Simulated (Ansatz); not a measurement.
## NaCl: response to strain

Start from NaCl in the rock salt structure (space group Fm-3m, No. 225; a = 5.601 Å). Axes: x, y, z lie along the cube axes.

Strains are applied to the cell and any free atomic positions relax; under biaxial strain the out-of-plane vector relaxes too.

Method: Ansatz (a program for electronic structure), PBEsol, PAW, cutoff 420 eV, without spin-orbit coupling.

| biaxial strain, plane normal [001], relaxed out of plane (%) | out-of-plane strain (%) |
|---|---|
| 0 | 0.00 |
| 0.5 | -0.19 |
| 1 | -0.39 |
| 1.5 | -0.59 |
| 2 | -0.79 |
| 2.5 | ? |
| 3 | -1.17 |

### Question
Fit ε⊥ = −νε + γε² (strains in %) to the rows shown and predict the withheld row.

### Answer
Least squares on the printed values gives ν = 0.39 (the biaxial Poisson response) and γ = 0.001 (largest residual 0.01 %); this predicts -0.98 %, and the run gives -0.98 %, in agreement.

Whether these cells are dynamically stable was not tested.
